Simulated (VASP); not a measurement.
# PbSe (Pm-3m) in VASP: further runs

One crystal, PbSe, is run at these levels: PBEsol; tasks: single point.

All numbers are computed with VASP 6.6.1; they aren't measurements. Logs are shortened: lines on timing, memory, paths and dates and some standing lists are left out, and cuts for length are marked.

## (1) The crystal as given

It takes space group Pm-3m (No. 221, cubic). The conventional cell has a = 3.784 Å, b = 3.784 Å, c = 3.784 Å, α = 90.00°, β = 90.00°, γ = 90.00°. Pb (site symmetry m-3m) has 8 Se at 3.28 Å as nearest neighbours. Around Se (site symmetry m-3m) lie 8 Pb at 3.28 Å.

Measurements of this composition are mostly on another form, of space group No. 225.

## (2) Single point, PBEsol

INCAR reads:

```
SYSTEM = PbSe
  ADDGRID = .False.
  ALGO = Normal
  EDIFF = 1E-4
  ENCUT = 460
  GGA = PS
  ISIF = 2
  ISMEAR = 0
  LASPH = .True.
  LCHARG = .False.
  LREAL = .False.
  LWAVE = .False.
  NELM = 100
  PREC = Accurate
  SIGMA = 0.05
```

KPOINTS reads:

```
k-points
0
Gamma
  5 5 5
  0 0 0
```

POSCAR reads:

```
PbSe
1.0
    3.7843220000      0.0000000000      0.0000000000
    0.0000000000      3.7843220000      0.0000000000
    0.0000000000      0.0000000000      3.7843220000
Pb Se
1 1
Direct
    0.0000000000      0.0000000000      0.0000000000
    0.5000000000      0.5000000000      0.5000000000
```

Potentials or basis: VASP PAW PBE potentials, release 64 (Pb_d, Se).

Started as:

```
> cat potpaw_PBE.64/Pb_d/POTCAR potpaw_PBE.64/Se/POTCAR > POTCAR
> mpirun -np 1 vasp_std > vasp.out
```

OUTCAR:

```text
SYSTEM = PbSe
   EDIFF = 1E-4
   ENCUT = 460
   GGA = PS
   ISIF = 2
   ISMEAR = 0
   LASPH = .True.
   LREAL = .False.
   NELM = 100
   PREC = Accurate

 Found     10 irreducible k-points:

 Following reciprocal coordinates:
            Coordinates               Weight
  0.000000  0.000000  0.000000      1.000000
  0.200000  0.000000  0.000000      6.000000
  0.400000  0.000000  0.000000      6.000000
  0.200000  0.200000  0.000000     12.000000
  0.400000  0.200000  0.000000     24.000000
  0.400000  0.400000  0.000000     12.000000
   k-points           NKPTS =     10   k-points in BZ     NKDIM =     10   number of bands    NBANDS=     14
   number of dos      NEDOS =    301   number of ions     NIONS =      2
   total plane-waves  NPLWV =  21952
   dimension x,y,z NGX =    28 NGY =   28 NGZ =   28
   dimension x,y,z NGXF=    56 NGYF=   56 NGZF=   56
   ions per type =               1   1
   NGX,Y,Z   is equivalent  to a cutoff of  12.30, 12.30, 12.30 a.u.
   NGXF,Y,Z  is equivalent  to a cutoff of  24.60, 24.60, 24.60 a.u.
 SYSTEM =  PbSe
   PREC   = accura    normal or accurate (medium, high low for compatibility)
   ISTART =      0    job   : 0-new  1-cont  2-samecut
   ICHARG =      2    charge: 1-file 2-atom 10-const
   ISPIN  =      1    spin polarized calculation?
   LNONCOLLINEAR =      F non collinear calculations
   LSORBIT =      F    spin-orbit coupling
   LASPH  =      T    aspherical Exc in radial PAW
   ENCUT  =  460.0 eV  33.81 Ry    5.81 a.u.   6.62  6.62  6.62*2*pi/ulx,y,z
   NELM   =    100;   NELMIN=  2; NELMDL= -5     # of ELM steps
   EDIFF  = 0.1E-03   stopping-criterion for ELM
   LREAL  =      F    real-space projection
   EDIFFG = 0.1E-02   stopping-criterion for IOM
   NSW    =      0    number of steps for IOM
   IBRION =     -1    ionic relax: 0-MD 1-quasi-New 2-CG
   NFREE  =      0    steps in history (QN), initial steepest desc. (CG)
   ISIF   =      2    stress and relaxation
   ISYM   =      2    0-nonsym 1-usesym 2-fastsym
   POTIM  = 0.5000    time-step for ionic-motion
   TEBEG  =    0.0;   TEEND  =   0.0 temperature during run
   PSTRESS=    0.0 pullay stress
   NELECT =      20.0000    total number of electrons
   NUPDOWN=      -1.0000    fix difference up-down
   EMIN   =  10.00;   EMAX   =-10.00  energy-range for DOS
   EFERMI =   0.00;   METHOD = LEGACY
   ISMEAR =     0;   SIGMA  =   0.05  broadening in eV -4-tet -1-fermi 0-gaus
   EFERMI_NEDOS =   21; number of points for ismear=-14 and -15
   IALGO  =     38    algorithm
   IMIX   =      4    mixing-type and parameters
     AMIX     =   0.40;   BMIX     =  1.00
     AMIX_MAG =   1.60;   BMIX_MAG =  1.00
  volume/ion in A,a.u.               =      27.10       182.87
  Fermi-wavevector in a.u.,A,eV,Ry     =   1.174258  2.219025 18.760817  1.378881
  Thomas-Fermi vector in A             =   2.310658
   LORBIT       =      0    0 simple, 1 ext, 2 COOP (PROOUT), +10 PAW based schemes
   GGA     = PS    functional components
   LHFCALC =     F    Hartree Fock is set to
   AEXX    =    0.0000 exact exchange contribution
   IVDW    =     0    specifies the selected vdW correction
   LEPSILON=     F    determine dielectric tensor
   LRPA    =     F    only Hartree local field effects (RPA)
 non-spin polarized calculation
 Gauss-broadening in eV      SIGMA  =   0.05
  energy-cutoff  :      460.00
  volume of cell :       54.20
 maximum number of plane-waves:      1233
 NGX is ok and might be reduce to    28
   NGX = 13   NGY = 13   NGZ = 13

 number of electron      20.0000009 magnetization

 Free energy of the ion-electron system (eV)
  ---------------------------------------------------
  ext. energy  EPLUGINS =         0.00000000
  ---------------------------------------------------
  free energy    TOTEN  =        -8.44796148 eV

  energy without entropy =       -8.44738902  energy(sigma->0) =       -8.44767525

 E-fermi :   5.2563     XC(G=0): -10.1158

 val. band max:        5.1809365509   @ k =   0.4000   0.4000   0.0000
 cond. band min:       5.3355756124   @ k =   0.4000   0.4000   0.4000
 fundamental gap:      0.1546390615
 Fermi energy:         5.2562677350

 k-point     1 :       0.0000    0.0000    0.0000
  band No.  band energies     occupation
      1     -11.7083      2.00000
      2     -11.7083      2.00000
      3     -11.5563      2.00000
      4     -11.5563      2.00000
      5     -11.5563      2.00000
      6      -7.9866      2.00000
      7      -1.9002      2.00000
      8       3.7309      2.00000
      9       3.7309      2.00000
     10       3.7309      2.00000
     11      10.2425      0.00000
     12      10.2425      0.00000
     13      11.2257      0.00000
     14      11.2257      0.00000

 k-point     2 :       0.2000    0.0000    0.0000
  band No.  band energies     occupation
      1     -11.7059      2.00000
      2     -11.6679      2.00000
      3     -11.5712      2.00000
      4     -11.5712      2.00000
      5     -11.5550      2.00000
      6      -7.6978      2.00000
      7      -2.4664      2.00000
      8       3.6222      2.00000
      9       4.0682      2.00000
     10       4.0682      2.00000
     11       8.8051      0.00000
     12      10.3403      0.00000
     13      10.3403      0.00000
     14      10.5510      0.00000
[... 37 lines left out ...]
      1     -11.6755      2.00000
      2     -11.6253      2.00000
      3     -11.5923      2.00000
      4     -11.5843      2.00000
      5     -11.5663      2.00000
      6      -6.8329      2.00000
      7      -3.2939      2.00000
      8       2.3741      2.00000
      9       4.0155      2.00000
     10       4.9449      2.00000
     11       7.0143      0.00000
     12       9.1370      0.00000
     13       9.1413      0.00000
     14      12.5855      0.00000

 k-point     6 :       0.4000    0.4000    0.0000
  band No.  band energies     occupation
      1     -11.6724      2.00000
      2     -11.6503      2.00000
      3     -11.5883      2.00000
      4     -11.5875      2.00000
      5     -11.5365      2.00000
      6      -6.4103      2.00000
      7      -2.6959      2.00000
      8       1.0380      2.00000
      9       1.8438      2.00000
     10       5.1809      1.96689
     11       8.4380      0.00000
     12       9.4023      0.00000
     13       9.7640      0.00000
     14      12.5066      0.00000

 [... further k-points ...]

------------------------ aborting loop because EDIFF is reached ----------------------------------------

  FORCE on cell =-STRESS in cart. coord.  units (eV):
  Direction    XX          YY          ZZ          XY          YZ          ZX
  --------------------------------------------------------------------------------------
  -------------------------------------------------------------------------------------
  Total       -0.8745735     -0.8745735     -0.8745735      0.0000000     -0.0000000     -0.0000000
  in kB      -25.8548878    -25.8548878    -25.8548878      0.0000000     -0.0000000     -0.0000000
  external PRESSURE =     -25.8548878 kB  Pullay stress =       0.0000000 kB

 VOLUME and BASIS-vectors are now :
 -----------------------------------------------------------------------------
  energy-cutoff  :      460.00
  volume of cell :       54.20
      direct lattice vectors                 reciprocal lattice vectors
     3.784322000  0.000000000  0.000000000     0.264248127  0.000000000  0.000000000
     0.000000000  3.784322000  0.000000000     0.000000000  0.264248127  0.000000000
     0.000000000  0.000000000  3.784322000     0.000000000  0.000000000  0.264248127

 POSITION                                       TOTAL-FORCE (eV/Angst)
 -----------------------------------------------------------------------------------
      0.00000      0.00000      0.00000         0.000000      0.000000      0.000000
      1.89216      1.89216      1.89216         0.000000      0.000000      0.000000
 -----------------------------------------------------------------------------------
    total drift:                               -0.000000      0.000000      0.000000

  FREE ENERGIE OF THE ION-ELECTRON SYSTEM (eV)
  ---------------------------------------------------
  free  energy   TOTEN  =        -8.4479614762 eV

  energy  without entropy=       -8.4473890202  energy(sigma->0) =       -8.44767525
```

Run time: 8.1 s. Hardware: 1 thread of Intel Xeon Platinum 8488C (Sapphire Rapids), shared host; peak memory 0.15 GiB.

These settings aren't checked as converged: the numbers below hold their error.

What came out:

| Quantity | Value |
| --- | --- |
| Free energy | -8.4480 eV |
| Pressure | -2.6 GPa |
| Band gap on the k mesh | 0.15 eV, indirect (least direct gap 1.33 eV) |

Caveat: the PAW data sets were made with another functional, which shifts forces and pressure a little; spin-orbit coupling is left out, which as a rule narrows the gap of such compounds by several tenths of an eV; an odd mesh through Γ misses points on the zone boundary, where band edges often lie.

## (3) Single point, PBEsol

INCAR is that of step 2.

KPOINTS is that of step 2.

POSCAR reads:

```
PbSe
1.0
    3.7843220000      0.0000000000      0.0000000000
    0.0000000000      3.7843220000      0.0000000000
    0.0000000000      0.0000000000      3.7843220000
Pb Se
1 1
Direct
    0.0499830000      0.0304240000      0.0268320000
    0.4857650000      0.4915870000      0.4882140000
```

Potentials or basis: VASP PAW PBE potentials, release 64 (Pb_d, Se).

Started as:

```
> cat potpaw_PBE.64/Pb_d/POTCAR potpaw_PBE.64/Se/POTCAR > POTCAR
> mpirun -np 1 vasp_std > vasp.out
```

OUTCAR:

```text
SYSTEM = PbSe
   EDIFF = 1E-4
   ENCUT = 460
   GGA = PS
   ISIF = 2
   ISMEAR = 0
   LASPH = .True.
   LREAL = .False.
   NELM = 100
   PREC = Accurate

 Found     63 irreducible k-points:

 Following reciprocal coordinates:
            Coordinates               Weight
  0.000000  0.000000  0.000000      1.000000
  0.200000  0.000000  0.000000      2.000000
  0.000000  0.200000  0.000000      2.000000
  0.000000  0.000000  0.200000      2.000000
  0.400000  0.000000  0.000000      2.000000
[... 179 lines left out ...]
------------------------ aborting loop because EDIFF is reached ----------------------------------------

  FORCE on cell =-STRESS in cart. coord.  units (eV):
  Direction    XX          YY          ZZ          XY          YZ          ZX
  --------------------------------------------------------------------------------------
  -------------------------------------------------------------------------------------
  Total       -0.3495757     -0.5364711     -0.5375074      0.1563218      0.1173475      0.1555825
  in kB      -10.3344556    -15.8596154    -15.8902523      4.6213178      3.4691282      4.5994633
  external PRESSURE =     -14.0281078 kB  Pullay stress =       0.0000000 kB

 VOLUME and BASIS-vectors are now :
 -----------------------------------------------------------------------------
  energy-cutoff  :      460.00
  volume of cell :       54.20
      direct lattice vectors                 reciprocal lattice vectors
     3.784322000  0.000000000  0.000000000     0.264248127  0.000000000  0.000000000
     0.000000000  3.784322000  0.000000000     0.000000000  0.264248127  0.000000000
     0.000000000  0.000000000  3.784322000     0.000000000  0.000000000  0.264248127

 POSITION                                       TOTAL-FORCE (eV/Angst)
 -----------------------------------------------------------------------------------
      0.18915      0.11513      0.10154         0.145774      0.101903      0.101410
      1.83829      1.86032      1.84756        -0.145774     -0.101903     -0.101410
 -----------------------------------------------------------------------------------
    total drift:                                0.000583      0.000261      0.000253

  FREE ENERGIE OF THE ION-ELECTRON SYSTEM (eV)
  ---------------------------------------------------
  free  energy   TOTEN  =        -8.4966923374 eV

  energy  without entropy=       -8.4966695305  energy(sigma->0) =       -8.49668093
```

OSZICAR:

```text
N       E                     dE             d eps       ncg     rms          rms(c)
DAV:   1     0.143022410740E+03    0.14302E+03   -0.87406E+03  1764   0.140E+03
DAV:   2     0.267562816181E+01   -0.14035E+03   -0.13731E+03  1818   0.338E+02
DAV:   3    -0.865220556901E+01   -0.11328E+02   -0.10990E+02  2340   0.982E+01
DAV:   4    -0.888866228641E+01   -0.23646E+00   -0.23636E+00  1940   0.168E+01
DAV:   5    -0.889623855468E+01   -0.75763E-02   -0.75760E-02  2506   0.305E+00    0.280E+00
DAV:   6    -0.851145476308E+01    0.38478E+00   -0.10364E+00  2660   0.857E+00    0.160E+00
DAV:   7    -0.849883249086E+01    0.12622E-01   -0.13524E-01  1962   0.215E+00    0.797E-01
DAV:   8    -0.849707072330E+01    0.17618E-02   -0.13272E-02  2202   0.139E+00    0.957E-02
DAV:   9    -0.849668813814E+01    0.38259E-03   -0.29874E-03  2294   0.472E-01    0.614E-02
DAV:  10    -0.849669233737E+01   -0.41992E-05   -0.21934E-04  1836   0.107E-01
   1 F= -.84966923E+01 E0= -.84966809E+01  d E =-.228069E-04
```

stdout:

```text
POSCAR found type information on POSCAR PbSe
 POSCAR found :  2 types and       2 ions
 scaLAPACK will be used
 -----------------------------------------------------------------------------
|                                                                             |
|                                                                             |
|     You enforced a specific xc type in the INCAR file but a different       |
|     I HOPE YOU KNOW WHAT YOU ARE DOING!                                     |
|                                                                             |
 -----------------------------------------------------------------------------

 LDA part: xc-table for (Slater+PW92), standard interpolation
 POSCAR, INCAR and KPOINTS ok, starting setup
 FFT: planning ... GRIDC
 FFT: planning ... GRID_SOFT
 FFT: planning ... GRID
 WAVECAR not read
 entering main loop
```

It took 24 s on 1 thread of Intel Xeon Platinum 8488C (Sapphire Rapids), shared host; peak memory 0.18 GiB.

These settings aren't checked as converged: the numbers below hold their error.

Results:

* Free energy: -8.4967 eV
* Pressure: -1.4 GPa
* Largest force: 0.205 eV/Å
* Band gap on the k mesh: 0.21 eV, indirect (least direct gap 1.55 eV)

Caveat: the PAW data sets were made with another functional, which shifts forces and pressure a little; spin-orbit coupling is left out, which as a rule narrows the gap of such compounds by several tenths of an eV; an odd mesh through Γ misses points on the zone boundary, where band edges often lie.

## (4) Single point, PBEsol

Edit INCAR of step 3 so:

```diff
@@ -3,3 +3,3 @@
   ALGO = Normal
-  EDIFF = 1E-4
+  EDIFF = 1E-5
   ENCUT = 460
```

KPOINTS is that of step 3.

POSCAR reads:

```
PbSe
1.0
    3.7843220000      0.0000000000      0.0000000000
    0.0000000000      3.7843220000      0.0000000000
    0.0000000000      0.0000000000      3.7843220000
Pb Se
1 1
Direct
    0.0000000000      0.0000000000      0.0000000000
    0.5000000000      0.5000000000      0.5000000000
```

Started as:

```
> cat potpaw_PBE.64/Pb_d/POTCAR potpaw_PBE.64/Se/POTCAR > POTCAR
> mpirun -np 1 vasp_std > vasp.out
```

Wall time 8.9 s (1 thread of Intel Xeon Platinum 8488C (Sapphire Rapids), shared host); peak memory 0.15 GiB.

These settings aren't checked as converged: the numbers below hold their error.

What came out:

* Free energy: -8.4480 eV
* Pressure: -2.7 GPa
* Band gap on the k mesh: 0.16 eV, indirect (least direct gap 1.33 eV)

Caveat: the PAW data sets were made with another functional, which shifts forces and pressure a little; spin-orbit coupling is left out, which as a rule narrows the gap of such compounds by several tenths of an eV; an odd mesh through Γ misses points on the zone boundary, where band edges often lie.

(Part 1 of 2 ends here.)
